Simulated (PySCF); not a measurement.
Compound: γ-butyrolactone, C₄H₆O₂.
SMILES with atom numbers: `[O:1]=[C:2]1[CH2:3][CH2:4][CH2:5][O:6]1`

NICS is the negative of the GIAO shielding at a point without a nucleus: at the ring centre (0) and 1 Å above and below it (1); zz is the component along the ring normal. Level: GIAO PBE0/pcSseg-1 (PySCF, non-relativistic, gas phase) on the GFN2-xTB geometry, one conformer.

Ring bond lengths (Å), with Mayer bond orders in brackets: C2–C3 1.524 (0.98), C3–C4 1.524 (1.03), C4–C5 1.534 (1.02), C5–O6 1.420 (0.88), O6–C2 1.341 (1.08).

Task: What do the NICS probes read (ppm)?

Result: 
```json
{"ring": "C2–C3–C4–C5–O6", "type": "5-membered ring with O; formal bonds all single", "NICS(0)": "-4.8", "NICS(1), two faces": "-2.9 / -3.3", "NICS(1)zz, two faces": "-3.9 / -4.6", "rms pucker (Å)": "0.12", "centre to ring atoms, mean (Å)": "1.24"}
```

Task: What do they say, and how far can they be read as aromaticity?

Result: 
- C2–C3–C4–C5–O6: mean NICS(1)zz -4.3 ppm, shielded. C3, C4, C5 have four or more neighbours, so the value isn't read as a sign of a π ring current.

Task: Give the inner angles of the rings and the Hirshfeld charges of the ring atoms.

Result: 
- C2–C3–C4–C5–O6: C2 109.7° (+0.204 e), C3 103.1° (-0.076 e), C4 102.1° (-0.072 e), C5 106.1° (+0.013 e), O6 111.5° (-0.109 e); sum 532.5° against 540° for a flat convex ring.

Task: What are the shieldings of the ring atoms and their hydrogens in the same run (means over atoms taken as equivalent)?

Result: 
```tsv
atoms	environment	σ isotropic (ppm)	principal values of the symmetric part, first atom (ppm)
C2	ester carbonyl carbon	7.7	-84.1, 41.3, 66.0
C3	sp3 carbon next to a carbonyl	156.7	139.0, 154.7, 176.3
C4	ring CH2 carbon	161.3	138.9, 169.9, 175.1
C5	sp3 carbon bound to oxygen	117.5	82.0, 105.6, 165.0
O6	ester single-bonded oxygen	117.6	-110.3, 204.1, 258.9
H on C3 (×2)	methylene hydrogen	29.41	25.6, 27.6, 34.9
H on C4 (×2)	methylene hydrogen	29.66	24.9, 27.8, 36.0
H on C5 (×2)	methylene hydrogen	27.34	23.4, 26.1, 32.1
```
